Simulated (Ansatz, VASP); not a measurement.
# One calculation of AlNi, two programs

```xyz
2
Lattice="2.8810 0.0000 0.0000 0.0000 2.8810 0.0000 0.0000 0.0000 2.6505" Properties=species:S:1:pos:R:3 pbc="T T T"
Al    0.0000    0.0000    0.0000
Ni    1.4405    1.4405    1.3253
```

Change from the starting cell: strain +0.000 along x and y, -0.080 along z, atoms carried along.

Alike in both runs: task single point; functional PBE; k mesh 16 × 16 × 16; occupations gaussian, width 0.15 eV; no spin polarisation.

```csv
,VASP,Ansatz
version,VASP 6.6.1,Ansatz 0.2.0
potentials or method,"VASP PAW PBE potentials, release 64 (Al, Ni)","scalar-relativistic, plane waves, PAW"
plane-wave cutoff (eV),520,420
valence electrons in the cell,13,21
```

```tsv
	VASP	Ansatz	Ansatz less VASP
gap on the k mesh at the Fermi level (eV)	none	none	-
pressure (GPa)	19.5	19.4	-0.11
largest component of the traceless stress (GPa)	7.13	7.03	-0.096
```

A gap of «none» marks a metal or a gap that the smearing closes. The two sets of potentials don't hold the same shells in valence.

Caveats: so large a pressure means that the cell lies far from this level's equilibrium, or that cutoff or potentials fall short (VASP). Spin polarisation is off, so any magnetic state and its effect on volume and gap are missing.
